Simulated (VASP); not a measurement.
Input of a VASP 6.6.1 run:

File INCAR:

```
  ALGO = Fast
  EDIFF = 1E-6
  ENCUT = 520
  GGA = PS
  ISIF = 2
  ISMEAR = 0
  LASPH = True
  LCHARG = False
  LREAL = False
  LWAVE = False
  NBANDS = 25
  NELM = 100
  PREC = Accurate
  SIGMA = 0.01
```

Contents of KPOINTS:

```
k-points
0
Gamma
  5 5 5
```

The input POSCAR:

```
C3N4
1.0
    3.4567650000      0.0000000000      0.0000000000
    0.0000000000      3.4567650000      0.0000000000
    0.0000000000      0.0000000000      3.4567650000
C N
3 4
Direct
    0.0000000000      0.0000000000      0.5000000000
    0.5000000000      0.0000000000      0.0000000000
    0.0000000000      0.5000000000      0.0000000000
    0.2456869993      0.2456869993      0.7543130007
    0.7543130007      0.7543130007      0.7543130007
    0.2456869993      0.7543130007      0.2456869993
    0.7543130007      0.2456869993      0.2456869993
```

Potentials or basis: VASP PAW PBE potentials, release 64 (C, N).

The run is started by

```bash
$ cat potpaw_PBE.64/C/POTCAR potpaw_PBE.64/N/POTCAR > POTCAR
$ mpirun -np 1 vasp_std > vasp.out
```

Task: What does it give for the band gap on the k mesh?

Result: 2.37 eV, direct.

Task: Estimate the pressure.

Result: -8.1 GPa.

Forces on the atoms (eV/Å):
```
C    0.000  0.000  0.000
C    0.000  0.000  0.000
C    0.000  0.000  0.000
N   -0.028 -0.028  0.028
N    0.028  0.028  0.028
N   -0.028  0.028 -0.028
N    0.028 -0.028 -0.028
```

Caveat: the PAW data sets were made with another functional, which shifts forces and pressure a little; an odd mesh through Γ misses points on the zone boundary, where band edges often lie.
